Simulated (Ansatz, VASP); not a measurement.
# One calculation of Zr, two programs

File INCAR:

```
SYSTEM = Zr
PREC     = Accurate       ! precision mode
ENCUT    = 520            ! plane-wave cutoff, eV
EDIFF    = 1E-6           ! SCF threshold, eV
ISMEAR   = -1             ! smearing method
SIGMA    = 0.05           ! smearing width, eV
LREAL    = .False.        ! projectors in reciprocal space
LASPH    = .True.         ! aspherical terms in the spheres
NELM     = 80             ! most SCF steps
ALGO     = Normal         ! electronic algorithm
ISIF     = 2              ! what is computed and relaxed
LWAVE    = .False.        ! write WAVECAR
LCHARG   = .False.        ! write CHGCAR
GGA      = PE             ! functional
NBANDS   = 12             ! bands
```

File KPOINTS:

```
regular mesh
0
Gamma
  13 13 13
  0 0 0
```

The input POSCAR:

```
Zr
1.0
   -1.7908472709      1.7908472709      1.7908472709
    1.7908472709     -1.7908472709      1.7908472709
    1.7908472709      1.7908472709     -1.7908472709
Zr
1
Direct
    0.0000000000      0.0000000000      0.0000000000
```

Input for Ansatz:

```yaml
crystal:
  lattice:
    - [-1.7908472709, 1.7908472709, 1.7908472709]
    - [1.7908472709, -1.7908472709, 1.7908472709]
    - [1.7908472709, 1.7908472709, -1.7908472709]
  atoms:
    - { symbol: Zr, position: [0.0, 0.0, 0.0] }
kpoints:
  mp_grid: { grid: [13, 13, 13] }
  band_path:
    path:
      - [0.0, 0.0, 0.0]
      - [0.5, -0.5, 0.5]
      - [0.0, 0.0, 0.5]
      - [0.0, 0.0, 0.0]
      - [0.25, 0.25, 0.25]
      - [0.5, -0.5, 0.5]
      - [0.25, 0.25, 0.25]
      - [0.0, 0.0, 0.5]
    npoints: 5
scf:
  occupations: { method: fermi_dirac, width: 0.05 }
hamiltonian:
  xc: pbe
  pseudopotentials: { kind: all_electron, lapw: { basis_error: 0.00025 } }
output:
  forces: true
  stress: true
  eigenvalues: true
```

Alike in both runs: task single point; functional PBE; k mesh 13 × 13 × 13; occupations fermi-dirac, width 0.05 eV; no spin polarisation.

|  | VASP | Ansatz |
| --- | --- | --- |
| version | VASP 6.6.1 | Ansatz 0.2.0 |
| potentials or method | VASP PAW PBE potentials, release 64 (Zr_sv) | all-electron LAPW, scalar-relativistic |
| plane-wave cutoff (eV) | 520 | see its input |

|  | VASP | Ansatz | Ansatz less VASP |
| --- | --- | --- | --- |
| pressure (GPa) | -0.6 | -0.6 | -0.01 |

Ansatz ran all-electron here, so the differences hold the error of VASP's frozen core and of both bases.
